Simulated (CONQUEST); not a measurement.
Pd under changes of volume

One of the cells (14.750 Å³/atom); the others are scaled copies at fixed shape and fractional positions:

```xyz
2
Lattice="2.7528 0.0000 0.0000 0.0000 2.7528 0.0000 0.0000 0.0000 3.8930" Properties=species:S:1:pos:R:3 pbc="T T T"
Pd    0.0000    0.0000    0.0000
Pd    1.3764    1.3764    1.9465
```

| Property | Result |
| --- | --- |
| Program | CONQUEST 1.3 |
| Functional | PBE |
| Potentials or basis | PseudoDojo NC PBE, DZ, grid of 32 × 32 × 40 points |
| k mesh | 10 × 10 × 7 |
| Occupations | fermi-dirac, width 0.05 eV |
| Spin | no spin polarisation |

| volume (Å³/atom) | energy over the lowest point (meV/atom) | pressure (GPa) |
| --- | --- | --- |
| 13.865 | ? | ? |
| 14.160 | 49.94 | 16.0 |
| 14.455 | 25.37 | 11.1 |
| 14.750 | 9.58 | 6.5 |
| 15.045 | 1.44 | 2.7 |
| 15.340 | 0.00 | -0.8 |
| 15.635 | 4.92 | -3.9 |

What does the run at 13.865 Å³/atom give?

Energy over the lowest point 84.45 meV/atom; pressure 22.1 GPa.

Worked out: A Birch-Murnaghan fit of order 3 (a polynomial in V^(-2/3)) to the other rows has its minimum at 15.25 Å³/atom with B0 = V·E''(V) = 178 GPa and B' = 4.9. It gives 84.11 meV/atom at 13.865 Å³/atom, against the run's 84.45, and -dE/dV = 21.4 GPa, against 22.1.

Energies are extrapolated to zero smearing.

Caveats: the atomic basis is small; the basis of atomic orbitals isn't converged, which shifts pressures, moduli and gaps; the real-space grid breaks the cell's symmetry a little (some runs).
